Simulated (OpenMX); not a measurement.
The system is Fe.

```
CELL_PARAMETERS angstrom
-1.44300 1.44300 1.44300
1.44300 -1.44300 1.44300
1.44300 1.44300 -1.44300
ATOMIC_POSITIONS crystal
Fe 0.00000 0.00000 0.00000
```

Base run:

| Quantity | Value |
| --- | --- |
| Program | OpenMX 3.8.5 |
| Functional | PBE |
| Potentials or basis | OpenMX 2013 PBE set, Fe6.0H-s3p2d2, grid cutoff 500 Ry |
| k mesh | 13 × 13 × 13 |
| Occupations | fermi-dirac, width 0.05 eV |
| Spin | collinear spin, ferromagnetic start |
| Starting moments | [3.0] μB |

Its results: pressure -7.1 GPa; net moment 2.34 μB per cell; site moments Fe +2.34 μB.

The run is repeated on the same cell with these changes: functional from PBE to LDA; potentials or basis from OpenMX 2013 PBE set, Fe6.0H-s3p2d2, grid cutoff 500 Ry to OpenMX 2013 LDA set, Fe6.0H-s3p2d2, grid cutoff 500 Ry. What comes out?

Pressure -24.4 GPa; net moment 2.26 μB per cell; site moments Fe +2.26 μB.

Caveats: the basis of atomic orbitals isn't converged, which shifts pressures, moduli and gaps; so large a pressure means that the cell lies far from this level's equilibrium, or that cutoff or potentials fall short (some runs).
